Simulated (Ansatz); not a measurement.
The system is Ga.

```
CELL_PARAMETERS angstrom
2.77842 0.00000 0.00000
0.00000 3.28161 0.00000
-1.34343 0.00000 3.99027
ATOMIC_POSITIONS crystal
Ga 0.13460 0.75000 0.77017
Ga 0.86540 0.25000 0.22983
```

This isn't the form of Ga at room conditions, which is orthorhombic.

```yaml
Program: Ansatz 0.2.0
Task: relaxation of cell and atoms
Functional: LDA
Potentials_or_basis: all-electron LAPW, scalar-relativistic
Basis_error_allowed: 0.001 eV/atom
k_mesh: 7 × 6 × 5
Occupations: fermi-dirac, width 0.05 eV
Spin: no spin polarisation
```

At the start: volume 18.19 Å³/atom.

Q: How do energy, volume and symmetry change on relaxing?

A: Over 9 steps the energy falls by 20.2 meV/atom and the volume is 17.38 Å³/atom (-4.5 %); space group P2_1/m (No. 11, to 0.05 Å).

Step by step:
| step | energy change (eV) | largest force (eV/Å) | volume (Å³) |
| --- | --- | --- | --- |
| 1 | 0.0000 | 0.1303 | 36.38 |
| 2 | -0.0302 | 0.0069 | 34.89 |
| 3 | -0.0385 | 0.0272 | 34.69 |
| 4 | -0.0388 | 0.0205 | 34.67 |
| 5 | -0.0396 | 0.0174 | 34.60 |
| 6 | -0.0402 | 0.0097 | 34.78 |
| 7 | -0.0403 | 0.0072 | 34.77 |
| 8 | -0.0403 | 0.0028 | 34.75 |
| 9 | -0.0403 | 0.0028 | 34.75 |

Final structure:
```cif
data_structure
_symmetry_space_group_name_H-M 'P 1'
_symmetry_Int_Tables_number 1
_cell_length_a 2.7411
_cell_length_b 3.3613
_cell_length_c 4.0259
_cell_angle_alpha 90.000
_cell_angle_beta 110.466
_cell_angle_gamma 90.000
_cell_volume 34.75
loop_
_atom_site_label
_atom_site_type_symbol
_atom_site_fract_x
_atom_site_fract_y
_atom_site_fract_z
_atom_site_occupancy
Ga1 Ga 0.15061 0.75000 0.76848 1
Ga2 Ga 0.84939 0.25000 0.23152 1
```

Caveat: the k mesh is thin for a metal, which can move the energy by tens of meV per atom.
